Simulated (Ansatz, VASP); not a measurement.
# Cross-check of ZnSe (Stilleite) between VASP and Ansatz

Wanted: the spread between two codes on one cell, functional and k mesh. Other levels of theory on this material are compared in a session of their own.

Method: plane waves, with VASP 6.6.1 beside it; band structure at LDA, in Ansatz 0.2.0.

## (1) Starting point

The structure is cubic, space group F-43m (No. 216). The conventional cell has a = 5.668 Å, b = 5.668 Å, c = 5.668 Å, α = 90.00°, β = 90.00°, γ = 90.00°. Zn has 4 Se at 2.45 Å nearest. Nearest to Se lie 4 Zn at 2.45 Å. Farther neighbours and most contacts between anions are not listed.

As a file:

```xyz
2
Lattice="0.0000 2.8338 2.8338 2.8338 0.0000 2.8338 2.8338 2.8338 0.0000" Properties=species:S:1:pos:R:3 pbc="T T T"
Zn    0.0000    0.0000    0.0000
Se    1.4169    1.4169    1.4169
```

## (2) VASP: band structure, LDA

Levels along a path test the potential and the projectors away from the mesh points.

Lines of VASP's logs that name or quote its potential files are left out, and so is its time.

INCAR reads:

```
SYSTEM = ZnSe
PREC = Accurate
ENCUT = 400
EDIFF = 1E-06
NELM = 100
ISMEAR = 0
SIGMA = 0.02
LREAL = .FALSE.
ALGO = Normal
GGA = CA
NBANDS = 21
LORBIT = 11
LWAVE = .FALSE.
LCHARG = .FALSE.
KPAR = 4
```

POSCAR reads:

```
ZnSe
1.0
    0.0000000000      2.8338000000      2.8338000000
    2.8338000000      0.0000000000      2.8338000000
    2.8338000000      2.8338000000      0.0000000000
Zn Se
1 1
Direct
    0.0000000000      0.0000000000      0.0000000000
    0.2500000000      0.2500000000      0.2500000000
```

KPOINTS reads:

```
Automatic mesh
0
Gamma
4 4 4
0 0 0
```

KPOINTS_OPT reads:

```
Line mode
16
Line-mode
Reciprocal
  0.00000000   0.00000000   0.00000000 GAMMA
  0.50000000   0.00000000   0.50000000 X

  0.50000000   0.00000000   0.50000000 X
  0.50000000   0.25000000   0.75000000 W

  0.50000000   0.25000000   0.75000000 W
  0.37500000   0.37500000   0.75000000 K

  0.37500000   0.37500000   0.75000000 K
  0.00000000   0.00000000   0.00000000 GAMMA

  0.00000000   0.00000000   0.00000000 GAMMA
  0.50000000   0.50000000   0.50000000 L

  0.50000000   0.50000000   0.50000000 L
  0.62500000   0.25000000   0.62500000 U

  0.62500000   0.25000000   0.62500000 U
  0.50000000   0.25000000   0.75000000 W

  0.50000000   0.25000000   0.75000000 W
  0.50000000   0.50000000   0.50000000 L

  0.50000000   0.50000000   0.50000000 L
  0.37500000   0.37500000   0.75000000 K

  0.62500000   0.25000000   0.62500000 U
  0.50000000   0.00000000   0.50000000 X
```

The projector-augmented-wave data sets are Zn and Se (PBE family, release 64).

On the command line:

```
$ mpirun -np 4 vasp_std
```

Numbers of over 12 decimals in the logs are rounded to 6 here.

The log of the run:

```text
[banner, memory and clock lines left out]
running    4 mpi-ranks, on    1 nodes
 distrk:  each k-point on    1 cores,    4 groups
 distr:  one band on    1 cores,    1 groups

 POSCAR found type information on POSCAR ZnSe
 POSCAR found :  2 types and       2 ions
|                                                                             |
|               ----> ADVICE to this user running VASP <----                  |
|                                                                             |
|     You enforced a specific xc type in the INCAR file but a different       |
|     [... a line on the potential file left out ...]
|     I HOPE YOU KNOW WHAT YOU ARE DOING!                                     |
|                                                                             |

 LDA part: xc-table for (Slater(with rela. corr.)+CA(PZ))
 , standard interpolation
 POSCAR, INCAR and KPOINTS ok, starting setup
 FFT: planning ... GRIDC
 FFT: planning ... GRID_SOFT
 FFT: planning ... GRID
 WAVECAR not read
 entering main loop
       N       E                     dE             d eps       ncg     rms          rms(c)
DAV:   1     0.971880766276E+02    0.97188E+02   -0.69087E+03   336   0.831E+02
DAV:   2    -0.189239397073E-01   -0.97207E+02   -0.89611E+02   336   0.206E+02
DAV:   3    -0.759024681205E+01   -0.75713E+01   -0.74998E+01   371   0.579E+01
DAV:   4    -0.766414574754E+01   -0.73899E-01   -0.73870E-01   411   0.583E+00
DAV:   5    -0.766438547176E+01   -0.23972E-03   -0.23972E-03   371   0.322E-01    0.453E+00
DAV:   6    -0.733287290334E+01    0.33151E+00   -0.54180E-01   437   0.223E+01    0.352E+00
DAV:   7    -0.730637277646E+01    0.26500E-01   -0.11815E-01   394   0.293E+00    0.158E+00
DAV:   8    -0.730110175154E+01    0.52710E-02   -0.39220E-03   471   0.688E-01    0.407E-01
DAV:   9    -0.730061056106E+01    0.49119E-03   -0.98870E-04   386   0.204E-01    0.560E-02
DAV:  10    -0.730061675420E+01   -0.61931E-05   -0.86224E-05   404   0.747E-02    0.293E-02
DAV:  11    -0.730062011597E+01   -0.33618E-05   -0.64085E-06   394   0.323E-02    0.102E-02
DAV:  12    -0.730061997717E+01    0.13880E-06   -0.10166E-06   279   0.994E-03
   1 F= -.73006200E+01 E0= -.73006200E+01  d E =-.120715E-30
 Start KPOINTS_OPT (optional k-point list driver)
k-point batch [1-8\160]
       N       E                     dE             ncg
DAV:   1     0.249985397346E+03   -0.73052E+03      336
DAV:   2    -0.514062084844E+03   -0.76405E+03      371
DAV:   3    -0.573906727155E+03   -0.59845E+02      386
DAV:   4    -0.574424237810E+03   -0.51751E+00      391
DAV:   5    -0.574425735073E+03   -0.14973E-02      411
DAV:   6    -0.574425742084E+03   -0.70106E-05      386
DAV:   7    -0.574425742120E+03   -0.35766E-07      304
[...]
k-point batch [153-160\160]
       N       E                     dE             ncg
DAV:   1     0.148486199819E+03   -0.43465E+04      336
DAV:   2    -0.603939916081E+03   -0.75243E+03      362
DAV:   3    -0.662009875587E+03   -0.58070E+02      425
DAV:   4    -0.662615540592E+03   -0.60567E+00      391
DAV:   5    -0.662617286401E+03   -0.17458E-02      401
DAV:   6    -0.662617296147E+03   -0.97457E-05      371
DAV:   7    -0.662617296211E+03   -0.64263E-07      352
```

Parts of OUTCAR (step 2):

```text
ion  position               nearest neighbor table
   1  0.000  0.000  0.000-   2 2.45   2 2.45   2 2.45   2 2.45
   2  0.250  0.250  0.250-   1 2.45   1 2.45   1 2.45   1 2.45

  LATTYP: Found a face centered cubic cell.
 ALAT       =     5.6676000000

 Subroutine GETGRP returns: Found 24 space group operations
 (whereof 24 operations were pure point group operations)

The static configuration has the point symmetry T_d .

 Found      8 irreducible k-points:

   k-points           NKPTS =      8   k-points in BZ     NKDIM =      8   number of bands    NBANDS=     21

   dimension x,y,z NGX =    28 NGY =   28 NGZ =   28
   dimension x,y,z NGXF=    56 NGYF=   56 NGZF=   56

   ENCUT  =  400.0 eV  29.40 Ry    5.42 a.u.   6.54  6.54  6.54*2*pi/ulx,y,z

   NELECT =      18.0000    total number of electrons

 k-points in reciprocal lattice and weights: Automatic mesh
   0.00000000  0.00000000  0.00000000       0.016
   0.25000000  0.00000000  0.00000000       0.125
   0.50000000  0.00000000  0.00000000       0.062
   0.25000000  0.25000000  0.00000000       0.094
   0.50000000  0.25000000  0.00000000       0.375
  -0.25000000  0.25000000  0.00000000       0.188
   0.50000000  0.50000000  0.00000000       0.047
  -0.25000000  0.50000000  0.25000000       0.094

 average (electrostatic) potential at core
       1 -36.7913       2 -55.8466

 E-fermi :   1.5081

 k-point     1 :       0.0000    0.0000    0.0000
  band No.  band energies     occupation
    ...
      5      -4.9803      2.00000
      6      -4.9803      2.00000
      7       1.3486      2.00000
      8       1.3486      2.00000
      9       1.3486      2.00000
     10       2.3949      0.00000
     11       7.0124      0.00000
     12       7.0124      0.00000
     13       7.0124      0.00000
     14      10.9522      0.00000
    ...

 k-point     2 :       0.2500    0.0000    0.0000
  band No.  band energies     occupation
    ...
      5      -4.9799      2.00000
      6      -4.9799      2.00000
      7      -1.7845      2.00000
      8       0.8628      2.00000
      9       0.8628      2.00000
     10       3.9004      0.00000
     11       7.6493      0.00000
     12       7.6493      0.00000
     13       7.7385      0.00000
     14      11.6996      0.00000
    ...

 k-point     3 :       0.5000    0.0000    0.0000
  band No.  band energies     occupation
    ...
      5      -4.9615      2.00000
      6      -4.8185      2.00000
      7      -3.9723      2.00000
      8       0.4675      2.00000
      9       0.4675      2.00000
     10       3.6882      0.00000
     11       7.5970      0.00000
     12       7.5970      0.00000
     13       9.6779      0.00000
     14      12.0526      0.00000
    ...

  Total       -0.8306451     -0.8306451     -0.8306451      0.0000000     -0.0000000      0.0000000
  in kB      -29.2407495    -29.2407495    -29.2407495      0.0000000     -0.0000000      0.0000000
  external PRESSURE =     -29.2407495 kB  Pullay stress =       0.0000000 kB

  energy-cutoff  :      400.00
  volume of cell :       45.51
      direct lattice vectors                 reciprocal lattice vectors
     0.000000000  2.833800000  2.833800000    -0.176441527  0.176441527  0.176441527
     2.833800000  0.000000000  2.833800000     0.176441527 -0.176441527  0.176441527
     2.833800000  2.833800000  0.000000000     0.176441527  0.176441527 -0.176441527

 POSITION                                       TOTAL-FORCE (eV/Angst)
 -----------------------------------------------------------------------------------
      0.00000      0.00000      0.00000        -0.000000     -0.000000     -0.000000
      1.41690      1.41690      1.41690         0.000000      0.000000      0.000000
 -----------------------------------------------------------------------------------
    total drift:                                0.000001      0.000001      0.000001

  FREE ENERGIE OF THE ION-ELECTRON SYSTEM (eV)
  ---------------------------------------------------
  free  energy   TOTEN  =        -7.3006199772 eV

  energy  without entropy=       -7.3006199772  energy(sigma->0) =       -7.30061998

 total charge
# of ion       s       p       d       tot
------------------------------------------
    1        0.542   0.459   9.792  10.792
    2        1.437   2.418   0.029   3.884
--------------------------------------------------
tot          1.978   2.876   9.821  14.676

[... 3 further parts left out ...]
```

At this level the cell is under a tension of 2.9 GPa, so at these settings it is away from equilibrium.

## (3) Ansatz: band structure, LDA

Ansatz runs on its default PAW (the set named soft_2) files.

The same cell, functional (in two slightly different forms), mesh and smearing now go to Ansatz, which takes its cutoff from its data sets.

input.yaml reads:

```yaml
crystal:
  lattice:
    - [0.0, 2.8338, 2.8338]
    - [2.8338, 0.0, 2.8338]
    - [2.8338, 2.8338, 0.0]
  atoms:
    - { symbol: Zn, position: [0.0, 0.0, 0.0] }
    - { symbol: Se, position: [0.25, 0.25, 0.25] }
hamiltonian:
  xc: lda
  pseudopotentials: { kind: paw }
kpoints:
  mp_grid: { grid: [4, 4, 4] }
  band_path:
    path:
      - [0.0, 0.0, 0.0]
      - [0.16667, 0.0, 0.16667]
      - [0.33333, 0.0, 0.33333]
      - [0.5, 0.0, 0.5]
      - [0.5, 0.08333, 0.58333]
      - [0.5, 0.18333, 0.68333]
      - [0.5, 0.25, 0.75]
      - [0.45, 0.3, 0.75]
      - [0.40833, 0.34167, 0.75]
      - [0.35, 0.35, 0.7]
      - [0.225, 0.225, 0.45]
      - [0.075, 0.075, 0.15]
      - [0.03333, 0.03333, 0.03333]
      - [0.23333, 0.23333, 0.23333]
      - [0.4, 0.4, 0.4]
      - [0.51667, 0.46667, 0.51667]
      - [0.55833, 0.38333, 0.55833]
      - [0.60833, 0.28333, 0.60833]
      - [0.60833, 0.25, 0.64167]
      - [0.55833, 0.25, 0.69167]
      - [0.51667, 0.25, 0.73333]
      - [0.5, 0.3, 0.7]
      - [0.5, 0.38333, 0.61667]
      - [0.5, 0.48333, 0.51667]
      - [0.475, 0.475, 0.55]
      - [0.425, 0.425, 0.65]
      - [0.38333, 0.38333, 0.73333]
      - [0.59167, 0.18333, 0.59167]
      - [0.55, 0.1, 0.55]
      - [0.5, 0.0, 0.5]
    npoints: 1
scf:
  occupations: { method: gaussian, width: 0.02 }
  n_extra_bands: 7
output:
  forces: true
  stress: true
  eigenvalues: true
```

On the command line:

```
$ ansatz run input.yaml --threads 2 --pin off --max-ram 4608MiB --backend cpu --events-out ev --progress --plain --runs-dir out
```

The log of the run:

```text
scf.n_extra_bands = 7 over 14 filled bands (N_el = 28.0): the run solves 21 bands
Engine: ansatz 0.2.0, aarch64-unknown-linux-gnu
Pseudopotentials: kind: paw
Pseudopotential: Zn, paw, valence charge 12, recommended cutoff 420 eV (normal), Zn.paw.azcp
Pseudopotential: Se, paw, valence charge 16, recommended cutoff 420 eV (normal), Se.paw.azcp
Functional definition: SPW92
  exchange = slater_x
  correlation = pw_c
Crystal: 2 atoms, lattice volume = 45.513 Å³
Basis set: ecut = 420 eV, 893 PW (Γ)
Bands: 21, of which v1, the nominal top of the filled ones, is band 14 counted from 1 (13 counted from 0)
Symmetry: 24 space group operations
Space group: F-43m (ITA 216), of the structure as read, at distance tolerance 3.6e-5 Å
k-points: 8 of 64 (time reversal used)
Non-local potential: Zn, projectors of the file, l = 0: 2, l = 1: 2, l = 2: 3, l = 3: 1
Non-local potential: Se, projectors of the file, l = 0: 2, l = 1: 2, l = 2: 3, l = 3: 1
PAW form: soft (Blöchl's): semilocal exchange-correlation on the pseudo side does not see the compensation charge
PAW frozen core: Zn, regenerated for the run's functional, and the local potential with it (the file was generated under x = pbe(κ = 0.804, μ = 0.219515), c = pbe(β = 0.066725))
PAW frozen core: Se, regenerated for the run's functional, and the local potential with it (the file was generated under x = pbe(κ = 0.804, μ = 0.219515), c = pbe(β = 0.066725))
PAW one-centre angular grid: Zn, 590 points (default); XC on 64 Gauss nodes
PAW one-centre angular grid: Se, 590 points (default); XC on 64 Gauss nodes
Initial density: superposition of atomic densities (neutral atoms: chi_scale 0, normalization atom), corrected by the library's trained network
Initial wavefunctions: pseudopotential atomic-orbital guess
Functional: x = slater, c = lda
SCF iter   1: F=—  HF=-8630.750986 eV  |F-HF|=—  |Δ(HF+E_count)|=         —  Δρ=4.57e-3  dr2=3.94e-3  ethr=1.77e-3  ⟨swp⟩=6.0  Hψ=826  notcnv=0
preconditioner: auto → none  [insulator: Δε(μ)=0.994 eV  Ē_g=14.417 eV  σ=0.020 eV  W_gap=1.00  n_scr=14 (ndim 8)  ℏωp=23.4 eV  f_vac=0.121  D(μ)=0.00/eV (n_scr^D=0)  ε∞_Penn≈3.6]
SCF iter   2: F=—  HF=-8630.749816 eV  |F-HF|=—  |Δ(HF+E_count)|=   1.17e-3  Δρ=1.75e-3  dr2=7.69e-4  ethr=1.41e-5  ⟨swp⟩=2.0  Hψ=330  notcnv=0  defer=20
SCF iter   3: F=—  HF=-8630.749665 eV  |F-HF|=—  |Δ(HF+E_count)|=   1.51e-4  Δρ=1.36e-3  dr2=3.69e-4  ethr=2.75e-6  ⟨swp⟩=2.0  Hψ=244  notcnv=0  defer=20
SCF iter   4: F=—  HF=-8630.749550 eV  |F-HF|=—  |Δ(HF+E_count)|=   1.15e-4  Δρ=1.30e-4  dr2=4.55e-6  ethr=1.32e-6  ⟨swp⟩=2.0  Hψ=206  notcnv=0  defer=20
SCF iter   5: F=—  HF=-8630.749544 eV  |F-HF|=—  |Δ(HF+E_count)|=   5.62e-6  Δρ=2.07e-5  dr2=2.02e-7  ethr=1.63e-8  ⟨swp⟩=2.6  Hψ=219  notcnv=0  defer=20
SCF iter   6: F=-8630.749544 eV  HF=-8630.749544 eV  |F-HF|=1.47e-9  |Δ(HF+E_count)|=   6.13e-8  Δρ=2.76e-6  dr2=1.52e-9  ethr=3.57e-10  ⟨swp⟩=7.4  Hψ=703  notcnv=0
SCF 1 converged in 6 iterations: F = -8630.749544 eV  dr2 = 1.52e-9
  greatest PAW one-centre occupation: 1.000 electrons in one spin orbital (limit 2), on the Se atom at site 1 (counted from 0), in its partial waves of l = 2
NSCF: frozen V_eff on 30 k-points
SCF converged after 6 iterations
Free energy (F): -8630.749544 eV
Harris-Foulkes:  -8630.749544 eV  (|F-HF|=1.47e-9)
Internal energy: -8630.749544 eV  (E = F + TS)
E sigma→0 (E₀):  -8630.749544 eV
Fermi energy:    6.992887 eV
--- Per-component energies (eV) ---
  E_band       = -393.160336
  E_kinetic    = 251.096396
  E_local      = -4404.860059  (includes V_loc(G=0)·N_el)
  E_nonlocal   = 27.895020
  E_hartree    = 2034.938063
  E_xc         = -238.940080
  E_vxc        = -151.835401  (∫ρ·V_xc dr)
  E_paw        = -3583.709646  (= ΣΔE_a)
  E_vpaw       = -185.332924  (= ΣTr[D̂ρ^β])
  E_aug_tail   = -0.000897  (compensation charges beyond the density's cutoff)
  E_ewald      = -2720.942845
  E_core_change = 3.774504  (= ΣΔE_core)
  E_smearing   = -0.000000  (= −TS)
  E_closure    = -0.000000  (closes the sum)
  Σ components = -8630.749544   (vs F -8630.749544, Δ=0.00e0)
--- Forces (eV/Å), atoms counted from 1 ---
  atom   1  Zn     0.00000000    -0.00000000     0.00000000
  atom   2  Se    -0.00000000     0.00000000     0.00000000
  max |Σ_I F_I| component: 2.22e-16 eV/Å
--- Stress (GPa, compression-positive) ---
       -3.058003       0.000000      -0.000000
        0.000000      -3.058003       0.000000
       -0.000000       0.000000      -3.058003
  P = ⅓ Tr σ = -3.0580 GPa (-30.580 kbar)
--- Band table (eV; the first three rows and the last of 8) ---
  k-point 0: bands = [... 10 lower, 0.1512, 6.4869, 6.4869, 6.4869, 7.4985, 12.1761, 12.1761, 12.1761, ... 3 higher]
  k-point 1: bands = [... 10 lower, 0.1513, 3.3556, 6.0040, 6.0040, 9.0244, 12.8104, 12.8104, 12.8718, ... 3 higher]
  k-point 2: bands = [... 10 lower, 0.3117, 1.1815, 5.6103, 5.6103, 8.8184, 12.7598, 12.7598, 14.8091, ... 3 higher]
  k-point 7: bands = [... 10 lower, 0.4544, 1.7223, 3.6767, 3.7805, 11.8130, 11.9177, 13.2682, 14.0310, ... 3 higher]
```

Elapsed: 1 s, on 2 threads of Arm Neoverse V2, shared host; peak memory 0.29 GiB.

In the SCF lines HF is the Harris–Foulkes energy and dr2 the Hartree energy of the density residual, in eV; the loop may stop once dr2 is under the threshold and the program's other checks hold. Hψ counts applications of the Hamiltonian.

## (4) Side by side

Known differences besides the potentials themselves: the two LDA forms differ slightly; the data sets hold 28 valence electrons in Ansatz (default PAW (the set named soft_2) files) and 18 in VASP; the cutoff is 420 eV in Ansatz and 400 eV in VASP; Ansatz makes its cores anew for this functional, VASP keeps those of its PBE data sets; VASP's log shows a relativistic correction to its local exchange, Ansatz's none. Total energies have different zeros and are not compared.

The two programs side by side:

```
                     quantity  Ansatz   VASP  difference
               pressure (GPa)   -3.06  -2.92       -0.13
gap over the path points (eV)   1.012  1.046      -0.035
```

Levels at points of the path, from each program's valence-band top (eV; 4 filled, then empty):

```
k (reciprocal lattice)                                   Ansatz                                     VASP
     0.000 0.000 0.000      -6.34 0.00 0.00 0.00 1.01 5.69 5.69      -6.33 0.00 0.00 0.00 1.05 5.66 5.66
     0.167 0.000 0.167   -6.32 -1.95 -0.70 -0.70 3.10 4.51 6.81   -6.32 -1.95 -0.70 -0.70 3.12 4.49 6.79
     0.333 0.000 0.333   -6.30 -3.87 -1.76 -1.76 3.24 3.75 8.73   -6.29 -3.87 -1.77 -1.77 3.22 3.75 8.74
     0.500 0.000 0.500  -6.16 -4.85 -2.21 -2.21 2.79 3.30 10.49  -6.15 -4.85 -2.22 -2.22 2.77 3.29 10.51
     0.500 0.083 0.583   -6.12 -4.83 -2.37 -2.35 3.21 3.70 9.77   -6.11 -4.84 -2.38 -2.36 3.19 3.69 9.77
     0.500 0.183 0.683   -6.05 -4.78 -2.72 -2.63 4.55 4.89 7.73   -6.04 -4.79 -2.73 -2.65 4.54 4.89 7.73
     0.500 0.250 0.750   -6.03 -4.76 -2.81 -2.71 5.33 5.43 6.78   -6.02 -4.78 -2.82 -2.72 5.32 5.44 6.78
     0.450 0.300 0.750   -6.05 -4.78 -3.00 -2.33 4.44 5.49 7.41   -6.04 -4.79 -3.01 -2.34 4.43 5.49 7.41
     0.408 0.342 0.750   -6.06 -4.79 -3.11 -1.94 3.64 5.47 8.37   -6.05 -4.80 -3.13 -1.95 3.63 5.47 8.37
     0.350 0.350 0.700   -6.08 -4.78 -3.21 -1.66 3.56 5.98 8.55   -6.07 -4.79 -3.23 -1.66 3.55 5.99 8.55
```

Among the levels compared at these points, filled levels agree within 16 meV and empty ones within 35 meV. Ansatz's pressure holds a Pulay correction of 0.04 GPa; VASP's holds none.

## (5) What came out

```yaml
difference_in_gap_over_the_path_points_band_structure_lda: -0.035 eV
```

The difference in gap over the path points is -0.035 eV (band structure, LDA), within the 0.08 eV picked in this series as the mark of a large difference. 5 further runs of this series are not shown here. How closely two codes agree says nothing of how well the functional describes the real material.

[Lines on the potential files, build, host, timing and source positions are cut from VASP's logs without a mark.]

[Logs are printed without paths, hosts, clocks, repeated set-up lines and the standing remarks that a program may print on its own settings, such as how far it seeks lower states.]

[Hosts, paths, dates, database ids (printed as entryN), source tags and the programs' standing remarks are cut or masked in the printed files.]
